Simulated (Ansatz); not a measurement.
MgF2:
```yaml
crystal:
  lattice:
    - [4.55509, 0.00000, 0.00000]
    - [0.00000, 4.55509, 0.00000]
    - [0.00000, 0.00000, 3.01254]
  atoms:
    - { symbol: Mg, position: [0.00000, 0.00000, 0.00000] }
    - { symbol: Mg, position: [0.50000, 0.50000, 0.50000] }
    - { symbol: F, position: [0.30298, 0.30298, 0.00000] }
    - { symbol: F, position: [0.19702, 0.80298, 0.50000] }
    - { symbol: F, position: [0.69702, 0.69702, 0.00000] }
    - { symbol: F, position: [0.80298, 0.19702, 0.50000] }
```

x, y and z are the axes in which the lattice vectors are written.

Give the high-frequency dielectric tensor and the Born effective charge tensors of the independent atoms from DFPT, LDA in the plane-wave PAW code Ansatz.


ε∞:
```
2.05  0.00  0.00
0.00  2.05  0.00
0.00  0.00  2.08
```
Z* of atom 1 (Mg), rows: field, columns: displacement, in e:
```
1.96  0.04  0.00
0.04  1.96  0.00
0.00  0.00  2.06
```
Z* of atom 3 (F), rows: field, columns: displacement, in e:
```
-0.98  -0.20   0.00
-0.20  -0.98   0.00
 0.00   0.00  -1.03
```

Space group P4_2/mnm (rutile). Symmetry was held in the LDA relaxation.

Potentials: the later of the program's two PAW sets.
